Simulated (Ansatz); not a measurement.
# CoO: relaxation of cell and atoms with BLYP+D3(BJ)

Crystal: CoO.

```
Co O
1.0
     0.00000    2.13150    2.13150
     2.13150    0.00000    2.13150
     2.13150    2.13150    0.00000
Co O
1 1
Direct
  0.00000 0.00000 0.00000
  0.50000 0.50000 0.50000
```

```json
{"Program": "Ansatz 0.2.0", "Task": "relaxation of cell and atoms", "Functional": "BLYP", "Dispersion": "D3(BJ)", "Potentials or basis": "Ansatz PAW", "Cutoff": "420 eV (not typed: the program's choice for these potentials)", "k mesh": "11 × 11 × 11", "Occupations": "fermi-dirac, width 0.05 eV", "Spin": "collinear spin, ferromagnetic start", "Starting moments": "[2.0, 0.0] μB"}
```

| Item | Value |
| --- | --- |
| Relaxed volume | 9.65 Å³/atom |
| Relaxed cell | a = 3.010 Å, b = 3.010 Å, c = 3.010 Å, α = 60.00°, β = 60.00°, γ = 60.00° |
| Space group after relaxing (to 0.05 Å) | Fm-3m (No. 225) |
| Energy gained by relaxing | 0.6 meV/atom |
| Ionic steps | 7 |
| Pressure after relaxing | 0.0 GPa |
| Net moment | 2.81 μB per cell |
| Absolute moment | 2.82 μB per cell |
| Site moments | Co +2.40; O +0.30 μB |

The path:
```
step  energy change (eV)  largest force (eV/Å)  volume (Å³)
   1              0.0000                0.0000        19.37
   2             -0.0002                0.0000        19.36
   3             -0.0011                0.0000        19.33
   4             -0.0016                0.0000        19.30
   5             -0.0017                0.0000        19.29
   6             -0.0017                0.0000        19.29
   7             -0.0013                0.0000        19.29
```

Final structure:
```yaml
crystal:
  lattice:
    - [0.00000, 2.12873, 2.12873]
    - [2.12873, 0.00000, 2.12873]
    - [2.12873, 2.12873, 0.00000]
  atoms:
    - { symbol: Co, position: [0.00000, 0.00000, 0.00000] }
    - { symbol: O, position: [0.50000, 0.50000, 0.50000] }
```

Run time: 14 s on 2 threads of Arm Neoverse V1, on a shared host, peak memory 0.32 GiB.

Caveat: the plane-wave basis is chosen anew once the cell has moved, so the energies of steps on either side of that aren't comparable; the pressure holds a Pulay correction of +0.9 GPa for the finite cutoff; a cell with one magnetic atom can't hold antiferromagnetic order, which such compounds often take; the PAW data sets come from PBE, with cores solved anew for the run's functional, which leaves a small shift of forces and pressure.
